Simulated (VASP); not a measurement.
Runs of VASP 6.6.1 on ZnCu2SnS4. Symmetry: I-4, No. 82, tetragonal system. The conventional cell has a = 5.434 Å, b = 5.434 Å, c = 10.850 Å, α = 90.00°, β = 90.00°, γ = 90.00°. Zn (site symmetry -4) has 4 S at 2.33 Å as nearest neighbours. Cu (site symmetry -4) is surrounded by 4 S at 2.33 Å. Around Cu (site symmetry -4) lie 4 S at 2.33 Å. Sn (site symmetry -4) has 4 S at 2.41 Å as nearest neighbours. S (site symmetry 1) is surrounded by 1 Zn at 2.33 Å and 2 Cu at 2.33 Å and 1 Sn at 2.41 Å. 

```tsv
level	potentials or basis	gap on the mesh (eV)	pressure (GPa)	relaxed volume (Å³/atom)	largest force (eV/Å)
LDA	VASP PAW LDA potentials, release 64 (Zn, Cu, Sn_d, S)	0.19	0.0	(a)	0.01
PBE+D3(BJ)	VASP PAW PBE potentials, release 64 (Zn, Cu, Sn_d, S)	0.19	0.0	19.65	-
PBEsol	VASP PAW PBE potentials, release 64 (Zn, Cu, Sn_d, S)	(b)	0.0	19.46	-
PBE	VASP PAW PBE potentials, release 64 (Zn, Cu, Sn_d, S)	0.08	0.0	20.47	0.01
```

Alike in all rows: task relaxation of cell and atoms; no spin polarisation; cell relaxed; k mesh 10 × 10 × 10; cutoff (eV) 600; smearing gaussian 0.03 eV.

Q: Fill in the values left out.

A: (a) 18.85; (b) 0.14.

Caveats: spin-orbit coupling is left out, which moves the levels of the heavy elements; the PAW data sets were made with another functional, which shifts forces and pressure a little (some runs).

A k mesh can miss the band edges, and the runs leave out spin-orbit coupling on Sn.
